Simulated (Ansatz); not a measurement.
Rows from a G0W0 calculation on TiO2 (P2_1/c) (Ansatz 0.2.0; G0W0 on LDA, plane waves, PAW; PAW set soft_1; 2×2×2 mesh, 93 empty bands, screening to 150 eV, PAW set soft_1 files), in eV. Spin-orbit coupling is left out.

| row | k | band | start | Σx | Σc at the solution | Vxc |
| --- | --- | --- | --- | --- | --- | --- |
| A | (-0.500, 0.000, 0.000) | c2 | 12.597 | -13.625 | -7.024 | -22.638 |
| B | (-0.500, 0.000, 0.000) | v1 | 9.738 | -25.899 | 5.199 | -21.167 |
| C | Γ | v1 | 9.803 | -26.483 | 5.075 | -21.910 |
| D | (-0.500, 0.000, 0.000) | c1 | 12.009 | -13.226 | -6.472 | -21.657 |
| E | Γ | c2 | 12.265 | -13.361 | -6.464 | -21.779 |
| F | Γ | c1 | 12.163 | -13.117 | -7.076 | -22.221 |

Q: Work out each quasiparticle level and how far it moved.

The quasiparticle equation reads E = start + Σx + Σc(E) − Vxc.

| row | E (eV) | shift (eV) |
| --- | --- | --- |
| A | 14.586 | +1.988 |
| B | 10.205 | +0.467 |
| C | 10.305 | +0.502 |
| D | 13.968 | +1.959 |
| E | 14.219 | +1.954 |
| F | 14.191 | +2.028 |

The gap over the computed points goes from 2.21 eV to 3.66 eV.

Limits: not at the basis limit; coarse k mesh.

[Runs of the session that timed out or met a known fault of the program may be left out.]

[Cells called generated may have been cut or substituted from an entry of the Crystallography Open Database or the Materials Project.]

[Hosts, paths, dates, database ids (printed as entryN), source tags and the programs' standing remarks are cut or masked in the printed files.]
